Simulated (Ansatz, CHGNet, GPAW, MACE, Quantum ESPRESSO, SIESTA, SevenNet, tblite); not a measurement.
# GPAW on AlN/GaN superlattice along [0001] (64 atoms): settings against a plane-wave reference, part 2 of 2

Wanted: GPAW inputs and outputs for AlN/GaN superlattice along [0001] (64 atoms), checked against a plane-wave reference.

Program: GPAW 26.7.0; the method stands at each step. Banners, paths, timers and routine set-up lines are dropped from the logs unmarked, and long logs keep their key lines alone; longer cuts are marked.

So far. Step 4 (PBE, LCAO sz(dzp), h 0.18 Å): Against the first run (30 %), the force difference from the reference is 36 %, at 0.21 times the CPU time, with 256 basis functions against 832: the smaller basis costs accuracy. Step 5 (PBE, LCAO dzp, h 0.22 Å): Against the first run (30 %), the force difference from the reference is 44 %, at 0.51 times the CPU time: the grid matters here.

## Step 6: PBE, grid h 0.18 Å

Method: Kohn-Sham DFT, PBE, PAW, finite differences on a real-space grid.

File run.py:

```python
import numpy as np
from ase.io import read
from gpaw import GPAW, FermiDirac
from ase.parallel import parprint as print

atoms = read("structure.xyz")
atoms.calc = GPAW(
    mode="fd",
    h=0.18,
    xc="PBE",
    kpts={"size": (1, 1, 1), "gamma": True},
    occupations=FermiDirac(0.05),
    maxiter=200,
    symmetry={"point_group": False},
    nbands=203,
    txt="gpaw.txt",
)
energy = atoms.get_potential_energy(force_consistent=True)
forces = atoms.get_forces()
print(f"energy {energy:.6f} eV")
print("forces (eV/A)")
for i, (a, f) in enumerate(zip(atoms, forces)):
    print(f"{i:4d} {a.symbol:2s} {f[0]:10.5f} {f[1]:10.5f} {f[2]:10.5f}")
print(f"Fermi level {atoms.calc.get_fermi_level():.4f} eV")
for k in range(len(atoms.calc.get_ibz_k_points())):
    for s in range(atoms.calc.get_number_of_spins()):
        e = atoms.calc.get_eigenvalues(kpt=k, spin=s)
        n = np.searchsorted(e, atoms.calc.get_fermi_level())
        print(f"k {k} spin {s} levels about the Fermi level:", np.round(e[max(n - 6, 0):n], 4).tolist(), "|", np.round(e[n:n + 6], 4).tolist())
```

File structure.xyz:

```xyz
64
Lattice="6.37800 0.00000 0.00000 -3.18900 5.52351 0.00000 0.00000 0.00000 19.94981" Properties=species:S:1:pos:R:3 pbc="T T T"
[... 64 atom lines left out: the same atoms as in the first run ...]
```

Launch:

```sh
$ OMP_NUM_THREADS=1 mpirun -np 2 gpaw python run.py > output.txt
```

The program printed:

```text
energy -431.189100 eV
forces (eV/A)
   0 Al    0.20162   -0.17874   -0.13961
   1 N     0.52809   -0.65830   -1.73354
   2 Al   -0.27365   -0.11221    0.96486
   3 N     0.05268    0.11976   -0.56793
   4 Al   -0.23742   -0.38824   -0.30586
   5 N     0.08980    0.21956   -0.75330
[...]
61 N    -0.75159    0.54472    1.16220
  62 Ga    0.86588    0.63227   -1.63617
  63 N    -0.28922   -1.78717    1.83596
Fermi level 8.0511 eV
k 0 spin 0 levels about the Fermi level: [5.8901, 6.2923, 6.3234, 6.4143, 6.7942, 6.8449] | [9.4626, 10.3638, 10.4996, 10.5945, 10.6194, 10.7097]
```

gpaw.txt:

```text
Input parameters:
  mode=FD(),
  h=0.18,
  kpts=MonkhorstPack(size=(1, 1, 1), gamma=True),
  maxiter=200,
  nbands=203,
  occupations=Occupations(name='fermi-dirac', width=0.05, fixmagmom=False),
[... lines left out ...]
  Converge bands: occupied
[... lines left out ...]
  Fermi-Dirac:
[... lines left out ...]
convergence criteria:
- Maximum [total energy] change in last 3 cyles: 0.0005 eV / valence electron
[... lines left out ...]
Converged in 14 steps
[... lines left out ...]
  Free energy:    -431.189100
[... lines left out ...]
Fermi level: 8.051
[... lines left out ...]
|        ... |               |           |
|        120 |         5.756 |     2.000 |
|        121 |         5.873 |     2.000 |
[...]
|        135 |        10.863 |     0.000 |
|        ... |               |           |
|        202 |        17.508 |     0.000 |
Gap: 2.618 eV
Transition (v -> c):
  (s=0, k=0, n=127, [0.00, 0.00, 0.00]) -> (s=0, k=0, n=128, [0.00, 0.00, 0.00])
No difference between direct/indirect transitions
Force computation time: 6.644  # s
```

Elapsed: 3.4 min, on 2 MPI ranks of Arm Neoverse N1, shared host; peak memory 1.5 GiB.

Numbers from this run, and their distance from the reference:

```yaml
r_m_s_force_component: 1.092 eV/Å
r_m_s_difference_of_force_components: 208 meV/Å
longest_difference_of_force_vectors: 1580 meV/Å
force_difference_over_r_m_s_force: 22.44 %
slope_of_forces_against_the_reference_s: 1.169
correlation_of_force_components: 0.9921
spacing_of_highest_filled_and_lowest_empty_level: 2.618 eV
gap_difference: 0.0809 eV
```

Against the first run (30 %), the force difference from the reference is 22 %, at 0.82 times the CPU time (on 2 against 1 cores).

## Step 7: Side by side

Differences are against the plane-wave reference, forces as r.m.s. over components; share is that over the reference's r.m.s. force, slope the least-squares factor from reference forces to these. Total energies of different programs have different zeros and aren't compared.

```
                                       run  Δ force, r.m.s. (meV/Å)  share (%)  slope  Δ gap (eV)  cores  CPU time  memory (GiB)
                                 reference                        -          -      -           -      2    12 min          0.73
              GPAW PBE, LCAO dzp, h 0.18 Å                      279       30.1  1.234     -0.0205      1   8.2 min           1.4
GPAW PBE, LCAO szp(dzp), h 0.18 Å (coarse)                      309       33.4  1.264       0.272      1     6 min           1.3
 GPAW PBE, LCAO sz(dzp), h 0.18 Å (coarse)                      336       36.2  1.296      -0.167      1   1.7 min          0.96
     GPAW PBE, LCAO dzp, h 0.22 Å (coarse)                      405       43.7  1.323      0.0185      1   4.2 min          0.72
                   GPAW PBE, grid h 0.18 Å                      208       22.4  1.169      0.0809      2   6.7 min           1.5
```

Rows marked coarse were listed beforehand as settings not expected to be converged; some can still land near the reference.

CPU time is summed over cores on a shared host, where runs went side by side, so it is rough. Symmetry, cutoffs, thresholds, outputs and thread counts weren't matched or tuned between programs; memory under MPI is the largest rank's times the ranks.

Within one program, basis, potentials and functional, energies share a zero. Each run against its twin at the usual cutoff or grid and solver:

```
                         run                twin  Δ energy (meV/atom)  Δ force, r.m.s. (meV/Å)  CPU time over the twin's
GPAW PBE, LCAO dzp, h 0.22 Å  LCAO dzp, h 0.18 Å                  301                      266                      0.51
```

## Step 8: Outcome

```json
{"nearest in forces": "GPAW PBE, grid h 0.18 Å, 22 %", "its CPU time": "6.7 min"}
```

PBE on plane waves or a grid with other potentials, cutoffs or grids, coarse settings apart, differs from the reference by 22 % (GPAW PBE, grid h 0.18 Å) of the r.m.s. force; potentials, valence shells or grid differ, and the table alone doesn't part them. The PBE run in local orbitals, coarse settings apart, differs by 30 % (GPAW PBE, LCAO dzp, h 0.18 Å); basis, grid and potentials can all enter. Runs with settings chosen to be coarse differ by 33 % (GPAW PBE, LCAO szp(dzp), h 0.18 Å) to 44 % (GPAW PBE, LCAO dzp, h 0.22 Å), their programs' other errors included. Of the electronic-structure runs that take under half the reference's CPU time, GPAW PBE, LCAO szp(dzp), h 0.18 Å comes nearest, at 33 % in 6 min against 12 min. GPAW PBE, LCAO dzp, h 0.22 Å stiffens the forces by a factor of 1.32 while following their directions (correlation 0.976); the slopes of the 5 GPAW runs lie between 1.17 and 1.32. At the same functional, gaps differ from the reference's 2.54 eV by between -0.17 and +0.27 eV. These are spacings on the run's k-points, which needn't hold the band edges. The potentials hold different valence shells: 384 electrons in the reference, 256 in GPAW; this bears on time and differences. GPAW's setups keep the filled d shell of Ga in the core. GPAW's Ga setup keeps the 3d shell in the core. The cell is under 6 Å thick along two periodic directions, so every atom has periodic images of itself close by, which move with it and show among its neighbours and in g(r). The host structure and its lattice constant were typed by rule, without a check against the phase diagram. The reference's pressure of 1.5 GPa belongs to a cell and atoms that aren't relaxed at this level. The electronic-structure runs sample only Γ, in a cell whose shortest periodic width is 6 Å.

[Also dropped from logs without a mark: logging warnings of Python, and SIESTA's first energy breakdown and zero terms.]

[Logs are printed without paths, hosts, clocks, repeated set-up lines and the standing remarks that a program may print on its own settings, such as how far it seeks lower states.]

[Hosts, paths, dates, database ids (printed as entryN), source tags and the programs' standing remarks are cut or masked in the printed files.]
